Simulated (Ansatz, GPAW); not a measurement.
Given: the input of a run of Ansatz 0.2.0 on BP. 

File input.yaml:

```yaml
crystal:
  lattice:
    - [0.0, 2.269, 2.269]
    - [2.269, 0.0, 2.269]
    - [2.269, 2.269, 0.0]
  atoms:
    - { symbol: P, position: [0.75, 0.75, 0.75] }
    - { symbol: B, position: [0.0, 0.0, 0.0] }
kpoints:
  mp_grid: { grid: [10, 10, 10] }
scf:
  occupations: { method: gaussian, width: 0.019 }
hamiltonian:
  xc: pbe
  pseudopotentials: { kind: all_electron, lapw: { basis_error: 0.001 } }
output:
  forces: true
  stress: true
  eigenvalues: true
```

Potentials or basis: all-electron LAPW, scalar-relativistic.

Launch:

```console
$ ansatz run input.yaml --threads 1 --pin off --max-ram 3072MiB --backend cpu --events-out ev --progress --plain --runs-dir out
```

Problem. Translate it to GPAW 26.7.0 (ASE script). Potentials or basis there: GPAW PAW data sets (gpaw-data 1.2.1), cutoff 800 eV.

Solution. As run (cutoffs and basis follow the program's own potentials, and thresholds, step limits or extra output files can differ):

File run.py:

```python
from ase.dft.bandgap import bandgap
from ase.io import read, write
from ase.units import GPa
from gpaw import GPAW, PW

atoms = read('POSCAR')

calc = GPAW(mode=PW(800),
            xc='PBE',
            kpts={'size': (10, 10, 10), 'gamma': True},
            occupations={'name': 'methfessel-paxton', 'order': 0, 'width': 0.019000000000000003},
            nbands=11,
            convergence={'density': 1e-05, 'energy': 1e-05},
            maxiter=150,
            txt='gpaw.txt')
atoms.calc = calc
energy = atoms.get_potential_energy()
forces = atoms.get_forces()
stress = atoms.get_stress()
calc.write('gs.gpw')
write('result.traj', atoms)
print(f'Energy: {energy:.6f} eV')
print('Forces (eV/A):')
print(forces.round(4))
print('Stress (GPa):', (stress / GPa).round(3))
print('Fermi level:', round(calc.get_fermi_level(), 4), 'eV')
print(f'Gap: {bandgap(calc)[0]:.4f} eV, direct: {bandgap(calc, direct=True)[0]:.4f} eV')
```

The input POSCAR:

```
BP
1.0
    0.0000000000      2.2690000000      2.2690000000
    2.2690000000      0.0000000000      2.2690000000
    2.2690000000      2.2690000000      0.0000000000
P B
1 1
Direct
    0.7500000000      0.7500000000      0.7500000000
    0.0000000000      0.0000000000      0.0000000000
```

Potentials or basis: GPAW PAW data sets (gpaw-data 1.2.1), pw.

Launch:

```sh
$ OMP_NUM_THREADS=1 python run.py
```

Both were run:

|  | Ansatz | GPAW |
| --- | --- | --- |
| Pressure | 1.1 GPa | 1.4 GPa |

Where Ansatz's input types no cutoff or centring, it takes its own default and a Γ-centred mesh.

Pressure is positive in compression.
